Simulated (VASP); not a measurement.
## MnO2: relaxation of cell and atoms with PBE

MnO2:

```
Mn O
1.0
     2.88035    0.00000    0.00000
    -1.44017    2.49445    0.00000
     0.00000    0.00000    5.04855
Mn O
1 2
Direct
  0.00000 0.00000 0.50000
  0.66667 0.33333 0.31025
  0.33333 0.66667 0.68975
```

Measurements of this composition are mostly on another form, of space group No. 136.

| Quantity | Value |
| --- | --- |
| Program | VASP 6.6.1 |
| Task | relaxation of cell and atoms |
| Functional | PBE |
| Potentials or basis | VASP PAW PBE potentials, release 64 (Mn_pv, O) |
| Cutoff | 600 eV |
| k mesh | 12 × 12 × 6 |
| Occupations | gaussian, width 0.03 eV |
| Spin | collinear spin, ferromagnetic start |
| Starting moments | [4.0, 0.0, 0.0] μB |
| Further INCAR settings | ALGO = Normal; EDIFF = 1e-07; AMIX = 0.2; BMIX = 0.0001; IBRION = 2; EDIFFG = -0.005; NSW = 90; ISIF = 3 |

| Item | Value |
| --- | --- |
| Relaxed volume | 12.23 Å³/atom |
| Relaxed cell | a = 2.880 Å, b = 2.880 Å, c = 5.105 Å, α = 90.00°, β = 90.00°, γ = 120.00° |
| Space group after relaxing (to 0.05 Å) | P-3m1 (No. 164) |
| Energy gained by relaxing | 0.1 meV/atom |
| Ionic steps | 21 |
| Pressure after relaxing | 0.0 GPa |
| Band gap on the k mesh | 0.98 eV, indirect (least direct gap 1.03 eV) |
| Net moment | 3.00 μB per cell |
| Site moments | Mn +2.86; O +0.03 μB |
| Valence electrons inside the program's atomic spheres | Mn 11.69; O 4.98 |

The path:
| step | energy change (eV) | largest force (eV/Å) | pressure (GPa) | volume (Å³) |
| --- | --- | --- | --- | --- |
| 1 | 0.0000 | 0.0137 | 0.00 | 36.27 |
| 2 | 0.0000 | 0.0010 | 0.07 | 36.27 |
| 3 | 0.0000 | 0.0004 | 0.10 | 36.27 |
| 4 | 0.0000 | 0.0003 | 0.05 | 36.29 |
| 5 | 0.0000 | 0.0007 | 0.03 | 36.30 |
| 6 | 0.0000 | 0.0013 | -0.04 | 36.33 |
| 7 | 0.0000 | 0.0005 | 0.02 | 36.31 |
| 8 | 0.0000 | 0.0011 | -0.01 | 36.32 |
| 9 | 0.0000 | 0.0006 | 0.01 | 36.31 |
| 10 | 0.0000 | 0.0014 | -0.01 | 36.32 |
| 11 | 0.0000 | 0.0078 | -0.05 | 36.35 |
| 12 | 0.0000 | 0.0197 | -0.12 | 36.40 |
| 13 | -0.0001 | 0.0195 | -0.13 | 36.40 |
| 14 | -0.0001 | 0.0187 | -0.11 | 36.41 |
| 15 | -0.0001 | 0.0170 | -0.06 | 36.42 |
| 16 | -0.0001 | 0.0127 | 0.00 | 36.45 |
| 17 | -0.0001 | 0.0049 | 0.15 | 36.50 |
| 18 | -0.0001 | 0.0082 | 0.08 | 36.48 |
| 19 | -0.0001 | 0.0073 | 0.08 | 36.50 |
| 20 | -0.0001 | 0.0049 | 0.07 | 36.56 |
| 21 | -0.0002 | 0.0000 | 0.04 | 36.68 |

Final structure:
```
Mn O
1.0
     2.88049    0.00000    0.00000
    -1.44025    2.49458    0.00000
     0.00000    0.00000    5.10524
Mn O
1 2
Direct
  0.00000 0.00000 0.50000
  0.66667 0.33333 0.31248
  0.33333 0.66667 0.68752
```

Levels at points of the mesh, in eV from the valence-band top:
Spin up:
```csv
k point,band 10,band 11,band 12,band 13,band 14,band 15,band 16,band 17,band 18
"(0.00, 0.00, 0.00)",-2.28,-1.26,-1.23,-1.23,-0.25,2.92,2.92,6.83,10.32
"(0.50, 0.00, 0.00)",-2.69,-2.04,-1.77,-1.68,-0.93,2.18,2.79,11.60,12.60
"(0.00, 0.00, 0.50)",-2.28,-1.97,-1.25,-1.25,-0.05,2.93,2.93,8.67,8.95
"(0.50, 0.00, 0.50)",-2.66,-1.77,-1.76,-1.70,-0.98,2.17,2.76,11.07,12.67
```
Spin down:
```
           k point  band 7  band 8  band 9  band 10  band 11  band 12  band 13  band 14  band 15  band 16
(0.00, 0.00, 0.00)   -4.75   -4.75   -1.19    -1.19    -1.11     0.98     0.98     2.52     4.20     4.20
(0.50, 0.00, 0.00)   -4.15   -3.99   -2.87    -2.59    -1.87     1.26     1.71     2.00     3.66     4.12
(0.00, 0.00, 0.50)   -4.75   -4.51   -1.84    -1.20    -1.20     0.98     0.98     2.61     4.22     4.22
(0.50, 0.00, 0.50)   -4.29   -4.00   -2.82    -2.56    -1.59     1.24     1.70     1.99     3.64     4.09
```

Wall time 18 min on 1 thread of AMD EPYC 9R14 (Zen 4), on a shared host, peak memory 0.24 GiB.

Caveat: a cell with one magnetic atom can't hold antiferromagnetic order, which such compounds often take. PBE gaps usually lie below the measured ones, often by a third to a half.
